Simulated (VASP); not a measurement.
# BiTe (F-43m) in VASP: further runs

Runs on BiTe. Level: PBEsol. Tasks: single point.

Everything below comes from runs of VASP 6.6.1. Logs are shortened: lines on timing, memory, paths and dates and some standing lists are left out, and cuts for length are marked.

## (1) The crystal as given

It takes space group F-43m (No. 216, cubic). Conventional cell: a = 6.947 Å, b = 6.947 Å, c = 6.947 Å, α = 90.00°, β = 90.00°, γ = 90.00°. Bi (site symmetry -43m) has 4 Te at 3.01 Å as nearest neighbours. Around Te (site symmetry -43m) lie 4 Bi at 3.01 Å.

The cell comes from a database or a generator and needn't be the stable form of this composition.

## (2) Single point, PBEsol

File INCAR:

```
SYSTEM = BiTe
PREC = Accurate ; ENCUT = 520
EDIFF = 1E-7 ; ISMEAR = 0
SIGMA = 0.05 ; LREAL = .FALSE.
LASPH = .TRUE. ; NELM = 100
ALGO = Fast ; ISIF = 2
LWAVE = .FALSE. ; LCHARG = .TRUE.
GGA = PS ; LELF = .TRUE.
LVHAR = .TRUE. ; NBANDS = 18
```

File KPOINTS:

```
Automatic mesh
0
G
  8 8 8
  0 0 0
```

File POSCAR:

```
BiTe
1.0
    0.0000000000      3.4733392194      3.4733392194
    3.4733392194      0.0000000000      3.4733392194
    3.4733392194      3.4733392194      0.0000000000
Bi Te
1 1
Direct
    0.0000000000      0.0000000000      0.0000000000
    0.2500000000      0.2500000000      0.2500000000
```

Potentials or basis: VASP PAW PBE potentials, release 64 (Bi_d, Te).

Run with:

```
> cat potpaw_PBE.64/Bi_d/POTCAR potpaw_PBE.64/Te/POTCAR > POTCAR
> mpirun -np 1 vasp_std > vasp.out
```

OUTCAR:

```text
SYSTEM = BiTe
   PREC = Accurate
   ENCUT = 520
   EDIFF = 1E-7
   ISMEAR = 0
   LREAL = .FALSE.
   LASPH = .TRUE.
   NELM = 100
   ISIF = 2
   GGA = PS

 ion  position               nearest neighbor table
   1  0.000  0.000  0.000-   2 3.01   2 3.01   2 3.01   2 3.01
   2  0.250  0.250  0.250-   1 3.01   1 3.01   1 3.01   1 3.01

  LATTYP: Found a face centered cubic cell.
 ALAT       =     6.9466784388

  Lattice vectors:

 A1 = (   0.0000000000,   3.4733392194,   3.4733392194)
 A2 = (   3.4733392194,   0.0000000000,   3.4733392194)
 A3 = (   3.4733392194,   3.4733392194,   0.0000000000)

Analysis of symmetry for initial positions (statically):
=====================================================================
 Subroutine PRICEL returns:
 Original cell was already a primitive cell.

 Routine SETGRP: Setting up the symmetry group for a
 face centered cubic supercell.

 Subroutine GETGRP returns: Found 24 space group operations
 (whereof 24 operations were pure point group operations)
 out of a pool of 48 trial point group operations.

The static configuration has the point symmetry T_d .

Analysis of symmetry for dynamics (positions and initial velocities):
=====================================================================
 Subroutine PRICEL returns:
 Original cell was already a primitive cell.

 Routine SETGRP: Setting up the symmetry group for a
 face centered cubic supercell.

 Subroutine GETGRP returns: Found 24 space group operations
 (whereof 24 operations were pure point group operations)
 out of a pool of 48 trial point group operations.

The dynamic configuration has the point symmetry T_d .

 Subroutine INISYM returns: Found 24 space group operations
 (whereof 24 operations are pure point group operations),
 and found     1 'primitive' translations

----------------------------------------------------------------------------------------

                                     Primitive cell

  volume of cell :      83.8053

  direct lattice vectors                    reciprocal lattice vectors
     0.000000000  3.473339219  3.473339219    -0.143953691  0.143953691  0.143953691
     3.473339219  0.000000000  3.473339219     0.143953691 -0.143953691  0.143953691
     3.473339219  3.473339219  0.000000000     0.143953691  0.143953691 -0.143953691

  length of vectors
     4.912043431  4.912043431  4.912043431     0.249335106  0.249335106  0.249335106

  position of ions in fractional coordinates (direct lattice)
     0.000000000  0.000000000  0.000000000
     0.250000000  0.250000000  0.250000000

[... 78 lines left out ...]
   EDIFFG = 0.1E-05   stopping-criterion for IOM
   NSW    =      0    number of steps for IOM
   IBRION =     -1    ionic relax: 0-MD 1-quasi-New 2-CG
   NFREE  =      0    steps in history (QN), initial steepest desc. (CG)
   ISIF   =      2    stress and relaxation
   ISYM   =      2    0-nonsym 1-usesym 2-fastsym
   POTIM  = 0.5000    time-step for ionic-motion
   TEBEG  =    0.0;   TEEND  =   0.0 temperature during run
   PSTRESS=    0.0 pullay stress
   NELECT =      21.0000    total number of electrons
   NUPDOWN=      -1.0000    fix difference up-down
   EMIN   =  10.00;   EMAX   =-10.00  energy-range for DOS
   EFERMI =   0.00;   METHOD = LEGACY
   ISMEAR =     0;   SIGMA  =   0.05  broadening in eV -4-tet -1-fermi 0-gaus
   EFERMI_NEDOS =   21; number of points for ismear=-14 and -15
   IALGO  =     68    algorithm
   IMIX   =      4    mixing-type and parameters
     AMIX     =   0.40;   BMIX     =  1.00
     AMIX_MAG =   1.60;   BMIX_MAG =  1.00
  volume/ion in A,a.u.               =      41.90       282.77
  Fermi-wavevector in a.u.,A,eV,Ry     =   1.032105  1.950396 14.493492  1.065242
  Thomas-Fermi vector in A             =   2.166287
   LORBIT       =      0    0 simple, 1 ext, 2 COOP (PROOUT), +10 PAW based schemes
   GGA     = PS    functional components
   LHFCALC =     F    Hartree Fock is set to
   AEXX    =    0.0000 exact exchange contribution
   IVDW    =     0    specifies the selected vdW correction
   LEPSILON=     F    determine dielectric tensor
   LRPA    =     F    only Hartree local field effects (RPA)
 non-spin polarized calculation
 RMM-DIIS sequential band-by-band and
 Gauss-broadening in eV      SIGMA  =   0.05
  energy-cutoff  :      520.00
  volume of cell :       83.81
 maximum number of plane-waves:      2276
 NGX is ok and might be reduce to    40
   NGX = 19   NGY = 19   NGZ = 19

 number of electron      20.9999998 magnetization

 Free energy of the ion-electron system (eV)
  ---------------------------------------------------
  ext. energy  EPLUGINS =         0.00000000
  ---------------------------------------------------
  free energy    TOTEN  =        -7.24969492 eV

  energy without entropy =       -7.24498954  energy(sigma->0) =       -7.24734223

 E-fermi :   4.8466     XC(G=0):  -8.4276

 val. band max:        4.8426983895   @ k =  -0.3750   0.3750   0.1250
 cond. band min:       4.8827176221   @ k =   0.3750   0.1250   0.0000
 fundamental gap:      0.0400192325
 Fermi energy:         4.8465876084

 k-point     1 :       0.0000    0.0000    0.0000
  band No.  band energies     occupation
      1     -18.6226      2.00000
      2     -18.6226      2.00000
      3     -18.6226      2.00000
      4     -18.5994      2.00000
      5     -18.5994      2.00000
      6      -8.9891      2.00000
[... 481 lines left out ...]
      5     -18.5988      2.00000
      6      -7.6930      2.00000
[... 10 lines left out ...]
     17      11.6207      0.00000
     18      13.7217      0.00000

 [... further k-points ...]

------------------------ aborting loop because EDIFF is reached ----------------------------------------

  FORCE on cell =-STRESS in cart. coord.  units (eV):
  Direction    XX          YY          ZZ          XY          YZ          ZX
  --------------------------------------------------------------------------------------
  -------------------------------------------------------------------------------------
  Total        1.4464343      1.4464343      1.4464343     -0.0000000     -0.0000000      0.0000000
  in kB       27.6527107     27.6527107     27.6527107     -0.0000000     -0.0000000      0.0000000
  external PRESSURE =      27.6527107 kB  Pullay stress =       0.0000000 kB

 VOLUME and BASIS-vectors are now :
 -----------------------------------------------------------------------------
  energy-cutoff  :      520.00
  volume of cell :       83.81
      direct lattice vectors                 reciprocal lattice vectors
     0.000000000  3.473339219  3.473339219    -0.143953691  0.143953691  0.143953691
     3.473339219  0.000000000  3.473339219     0.143953691 -0.143953691  0.143953691
     3.473339219  3.473339219  0.000000000     0.143953691  0.143953691 -0.143953691

 POSITION                                       TOTAL-FORCE (eV/Angst)
 -----------------------------------------------------------------------------------
      0.00000      0.00000      0.00000        -0.000000      0.000000      0.000000
      1.73667      1.73667      1.73667         0.000000     -0.000000     -0.000000
 -----------------------------------------------------------------------------------
    total drift:                               -0.000000     -0.000000     -0.000000

  FREE ENERGIE OF THE ION-ELECTRON SYSTEM (eV)
  ---------------------------------------------------
  free  energy   TOTEN  =        -7.2496949200 eV

  energy  without entropy=       -7.2449895380  energy(sigma->0) =       -7.24734223
```

Wall time 71 s (1 thread of Intel Xeon Platinum 8375C at 2.90GHz (Ice Lake), shared host); peak memory 0.25 GiB.

What came out:

```
Free energy            : -7.2497 eV
Pressure               : 2.8 GPa
Band gap on the k mesh : none (metal or under the smearing width)
```

Caveat: the PAW data sets were made with another functional, which shifts forces and pressure a little; spin-orbit coupling is left out, which moves the levels of the heavy elements.

## (3) Single point, PBEsol

This run uses another cell than the first one, of 42.68 Å³/atom, 1.018 times its volume.

File INCAR:

```
PREC = Accurate
ENCUT = 520
EDIFF = 1E-6
ISMEAR = 0
SIGMA = 0.05
LREAL = F
LASPH = T
NELM = 60
ALGO = Normal
ISIF = 2
LWAVE = F
LCHARG = F
GGA = PS
NBANDS = 18
```

File KPOINTS:

```
regular mesh
0
Gamma
  8 8 8
```

File POSCAR:

```
BiTe
1.0
    0.0000000000      3.4946001470      3.4946001470
    3.4946001470      0.0000000000      3.4946001470
    3.4946001470      3.4946001470      0.0000000000
Bi Te
1 1
Direct
    0.0000000000      0.0000000000      0.0000000000
    0.2500000000      0.2500000000      0.2500000000
```

Potentials or basis: VASP PAW PBE potentials, release 64 (Bi_d, Te).

Run with:

```
> cat potpaw_PBE.64/Bi_d/POTCAR potpaw_PBE.64/Te/POTCAR > POTCAR
> mpirun -np 1 vasp_std > vasp.out
```

Run time: 51 s. Hardware: 1 thread of Intel Xeon Platinum 8375C at 2.90GHz (Ice Lake), shared host; peak memory 0.25 GiB.

Results (log left out):

```yaml
Free_energy: -7.2729 eV
Pressure: 2.0 GPa
Band_gap_on_the_k_mesh: none (metal or under the smearing width)
```

Levels at points of the mesh, in eV from the Fermi level:
```tsv
k point	band 7	band 8	band 9	band 10	band 11	band 12	band 13	band 14	band 15	band 16
(0.00, 0.00, 0.00)	-8.42	-2.97	-2.97	-2.97	-0.27	-0.27	-0.27	2.81	5.97	5.97
(0.50, 0.00, 0.00)	-10.47	-3.67	-3.67	-3.64	0.74	0.74	2.58	4.63	5.59	6.26
(0.50, 0.50, 0.00)	-11.57	-4.46	-4.46	-2.00	-1.20	3.09	3.09	4.71	5.71	7.69
```

Caveat: the PAW data sets were made with another functional, which shifts forces and pressure a little; spin-orbit coupling is left out, which moves the levels of the heavy elements.

## (4) Single point, PBEsol

This run uses another cell than the first one, of 46.05 Å³/atom, 1.099 times its volume.

File INCAR:

```
ALGO = Fast ; EDIFF = 1E-7
ENCUT = 520 ; GGA = PS
ISIF = 2 ; ISMEAR = 0
LASPH = T ; LCHARG = T
LELF = T ; LREAL = F
LVHAR = T ; LWAVE = F
NBANDS = 18 ; NELM = 80
PREC = Accurate ; SIGMA = 0.05
```

File KPOINTS:

```
k-points
0
Gamma
  8 8 8
```

File POSCAR:

```
BiTe
1.0
    0.0000000000      3.5843358092      3.5843358092
    3.5843358092      0.0000000000      3.5843358092
    3.5843358092      3.5843358092      0.0000000000
Bi Te
1 1
Direct
    0.0000000000      0.0000000000      0.0000000000
    0.2500000000      0.2500000000      0.2500000000
```

Run with:

```
> cat potpaw_PBE.64/Bi_d/POTCAR potpaw_PBE.64/Te/POTCAR > POTCAR
> mpirun -np 1 vasp_std > vasp.out
```

It took 78 s on 1 thread of Intel Xeon Platinum 8375C at 2.90GHz (Ice Lake), shared host; peak memory 0.26 GiB.

Results (log left out):

| Property | Result |
| --- | --- |
| Free energy | -7.2994 eV |
| Pressure | -0.6 GPa |
| Band gap on the k mesh | none (metal or under the smearing width) |

Levels at points of the mesh, in eV from the Fermi level:
| k point | band 8 | band 9 | band 10 | band 11 | band 12 | band 13 | band 14 | band 15 |
| --- | --- | --- | --- | --- | --- | --- | --- | --- |
| (0.00, 0.00, 0.00) | -2.78 | -2.78 | -2.78 | -0.18 | -0.18 | -0.18 | 2.87 | 5.97 |
| (0.50, 0.00, 0.00) | -3.44 | -3.41 | -3.41 | 0.75 | 0.75 | 2.26 | 4.71 | 5.50 |
| (0.50, 0.50, 0.00) | -4.12 | -4.12 | -1.89 | -1.06 | 2.80 | 2.80 | 4.64 | 5.49 |

Caveat: the PAW data sets were made with another functional, which shifts forces and pressure a little; spin-orbit coupling is left out, which moves the levels of the heavy elements.

## (5) Summary

```tsv
cell	gap on the mesh (eV)	pressure (GPa)
F-43m, 41.9 Å³/atom	none	2.8
F-43m, 42.68 Å³/atom	none	2.0
F-43m, 46.05 Å³/atom	none	-0.6
```

Alike in all rows: task single point; level PBEsol; potentials or basis VASP PAW PBE potentials, release 64 (Bi_d, Te); no spin polarisation; k mesh 8 × 8 × 8; cutoff (eV) 520; smearing gaussian 0.05 eV.

Every run on the cell as given and a fine mesh finds a metal.

Caveats: the PAW data sets were made with another functional, which shifts forces and pressure a little; spin-orbit coupling is left out, which moves the levels of the heavy elements.

Total energies depend on the potentials used, so only differences within one code and one set of settings carry meaning.
